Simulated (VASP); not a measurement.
Input of a VASP 6.6.1 run:

The input INCAR:

```
  PREC = Accurate
  ENCUT = 520
  EDIFF = 1E-8
  ISMEAR = -1
  SIGMA = 0.01
  LREAL = False
  LASPH = True
  NELM = 100
  ALGO = Normal
  ISIF = 2
  LWAVE = False
  LCHARG = False
  LEFG = True
  NBANDS = 15
```

KPOINTS

```
Automatic mesh
0
Gamma
  7 7 7
```

File POSCAR:

```
KBr
1.0
    0.0000000000      3.3358273371      3.3358273371
    3.3358273371      0.0000000000      3.3358273371
    3.3358273371      3.3358273371      0.0000000000
K Br
1 1
Direct
    0.0000000000      0.0000000000      0.0000000000
    0.5000000000      0.5000000000      0.5000000000
```

Potentials or basis: VASP PAW LDA potentials, release 64 (K_sv, Br).

Run with:

```bash
$ cat potpaw_LDA.64/K_sv/POTCAR potpaw_LDA.64/Br/POTCAR > POTCAR
$ mpirun -np 1 vasp_std > vasp.out
```

Problem. Predict the pressure.

Solution. -1.9 GPa.

Problem. Estimate the band gap on the k mesh.

Solution. 3.96 eV, direct.

Electric field gradients, principal values (V/Å²):
| atom | Vxx | Vyy | Vzz |
| --- | --- | --- | --- |
| 1 K | 0.000 | 0.000 | 0.001 |
| 2 Br | -0.001 | -0.001 | 0.001 |
